## Two squeezed cells of AlN: does the smallest gap follow the volume?

The cells on this page are zinc-blende AlN pulled out of its cubic shape, with one edge longer than the other two. Two results are open: the band gap and the least direct gap at 9.972 and 10.009 Å³/atom. Both cells are slightly larger than the smallest one, at 9.960 Å³/atom. The question is whether both gaps shrink as the cell grows.

Strained zinc-blende AlN, computed with Ansatz 0.2.0: DFT with the r2SCAN functional, PAW potentials, a 500 eV plane-wave cutoff and a 10×10×10 k mesh, without spin polarisation or spin–orbit coupling. Occupations are fixed. Each row is a single self-consistent run at a given strained geometry, with no relaxation step: symmetry holds both atoms in place, so there are no internal positions to relax. The ratio c/a refers to the conventional tetragonal cell.

```
volume (Å³/atom)     c/a  shortest distance (Å)  band gap (eV)  least direct gap (eV)
           9.960  1.4472                  1.864          3.904                  5.239
           9.972  1.4463                  1.864              ?                      ?
          10.009  1.4437                  1.867              ?                      ?
          10.313  1.4469                  1.885          3.882                  4.909
          10.322  1.4446                  1.886          3.886                  4.905
          10.691  1.4496                  1.908          3.848                  4.574
```

**What the known cells say**

The least direct gap, taken at Γ, falls by 0.665 eV from the smallest to the largest cell. The band gap, which is indirect, falls by only 0.056 eV, about a twelfth as much. Volume therefore has a strong grip on one gap and a weak grip on the other.

The weak grip shows in the close pair at 10.313 and 10.322 Å³/atom. There the volume grows and the band gap still rises, by 4 meV. The other quantity that changes is c/a, which drops towards $\sqrt2$, its value in the cubic crystal. Shape can evidently compete with volume, at least for the indirect gap.

**Why volume acts so unequally**

The top of the valence band consists mainly of nitrogen p states. The lowest empty state at Γ is an antibonding combination of s states on Al and N, and shorter bonds push it up steeply. The empty state at X, at the edge of the Brillouin zone, mixes s and p character and rises much less. This is the usual picture for such semiconductors, and the unequal falls in the table agree with it.

Couplings between neighbouring orbitals scale roughly as $1/d^2$, with $d$ the bond length. For nearly constant shape this suggests a volume measure

$$u=(V_0/V)^{2/3},$$

where $V$ is the volume per atom and $V_0$ that of the smallest cell.

**Why shape matters**

The departure from the cubic shape is measured by the stretch $s=\ln[(c/a)/\sqrt2]$, about 2 % in these cells. In a cubic crystal the three p-like levels at the valence top coincide at Γ. Stretching one axis splits them into an upper pair and a lower single level. In the cell at 10.322 Å³/atom the calculation puts this splitting at 0.095 eV. If the average of the three stays put, the pair rises by a third of the splitting, or about 15 meV per 1 % of stretch, and both gaps shrink by that amount.

The indirect gap has a second reason to respond. Stretching also makes the three X valleys unequal, and those along the two shorter edges should move down. In the known cells the conduction minimum does lie at an X point perpendicular to the long axis. A more stretched cell thus loses gap from both sides, while a rounder one regains it.

**The model**

$$E_{\rm direct}=A+Bu-\lambda s,\qquad E_{\rm indirect}=C+Du-Fs$$

For the direct gap, $\lambda$ comes from the valence splitting, and $A$ and $B$ from least squares on the four known cells. For the indirect gap the same four cells must supply three constants, so good agreement with them proves little. That fit gives a loss of about 7 meV per 1 % of volume at fixed shape, and of about 40 meV per 1 % of stretch at fixed volume. Some 15 of the 40 belong to the valence pair; the remainder I assign to the X valleys, which is a guess about its origin.

**The estimate for 10.009 Å³/atom**

This cell has the same long edge as the smallest one, 4.37 Å, but is squeezed less in the plane. Its volume is larger by $10.009/9.960-1=0.49\,\%$, and its stretch falls from 2.31 to 2.06 %. From the smallest cell to this one the indirect gap should change by

$$-7.0\times0.49+40\times0.24\approx+6\ \text{meV}.$$

The extra volume takes away about 3 meV and the rounder shape returns about 10. The band gap should therefore rise slightly although the cell is larger. The direct gap has no such choice: the same volume change costs it about 47 meV, and the smaller valence splitting returns only 4.

**Forecasts**

Evaluated in full, the two formulas give:

- At 9.972 Å³/atom: least direct gap 5.229 ± 0.005 eV, band gap 3.906 ± 0.005 eV.
- At 10.009 Å³/atom: least direct gap 5.196 ± 0.005 eV, band gap 3.911 ± 0.005 eV.

The direct gap should fall steadily; the band gap should rise slightly from the smallest cell, against the volume trend. The second forecast is the less certain, because its shape term rests on differences of a few meV among four cells, and the fit itself leaves the 40 uncertain by about 7. When each known cell is left out of the indirect fit in turn, the typical miss is 5 meV, which guided the width of the ranges. They concern what this calculation will give; r2SCAN gaps lie below measured ones by far more.

There is one further reason for caution. In the smallest cell the highest valence level found lies away from Γ, so its band gap is not strictly the Γ–X distance that the argument describes. The fit treats it as if it were.

The withheld rows as computed:

```
volume (Å³/atom)     c/a  shortest distance (Å)  band gap (eV)  least direct gap (eV)
           9.972  1.4463                  1.864          3.906                  5.228
          10.009  1.4437                  1.867          3.910                  5.197
```

**What came out**

All four values lie within their ranges. The least direct gaps miss the forecasts by about 1 meV or less, and they fall as expected. Both cells lie close in volume to a known one, so this success tests the steep slope only over a short step.

The band gap at 10.009 Å³/atom is the more telling result. It came out at 3.910 eV, above the 3.904 eV of the smallest cell, so the gap did rise while the cell grew. A straight line in $u$ alone, fitted to the same four known cells, would have put it at 3.904 eV, too low by 6 meV. At 9.972 Å³/atom the two descriptions differ by only about 1 meV, and that cell cannot decide between them.

The hit confirms that shape matters, but it fixes the size of the term less well than the small miss suggests. In both withheld cells, as in the smallest, the highest valence level lies away from Γ; at 9.972 Å³/atom it stands 2 meV above the level at Γ, a third of the rise being explained. If that offset shrinks as the plane widens, part of the rise is owed to it. The close pair, where the top does lie at Γ, gives only about 30 meV per 1 % of stretch: a rise of 4.1 meV plus 0.6 meV lost to volume, over 0.16 % of stretch.

The direct gap offers less help with how the term divides. It feels the valence top and not the X valleys, but it also feels the lowest empty state at Γ. Its model falls about 1 meV low in the two roundest cells and slightly high in all the others, so it loses somewhat more than 15 meV per 1 % of stretch. The valence splitting does not supply the excess: at 9.972 Å³/atom it is 0.102 eV, which again gives about 15 meV per 1 %. The excess may sit in the empty state at Γ, which the indirect gap does not feel, so it cannot be subtracted from the share of the X valleys. Only the close pair hints that they carry less than the 25 left to them by subtraction, perhaps 15.

For a neighbouring cell, then, the first thing to ask is how the volume was changed. If the long edge is held and the plane widens by 1 %, the volume grows by 2 % and the stretch drops by 1 %. By the fitted slopes the indirect gap then gains about $40-2\times7=26$ meV, though such a step leaves the narrow range of stretch covered by these cells, so the figure is an extrapolation, and with the shape term of the close pair it would be nearer $30-2\times7=16$ meV. If the cell swells evenly, the shape term is idle and both gaps shrink, the direct one much faster.
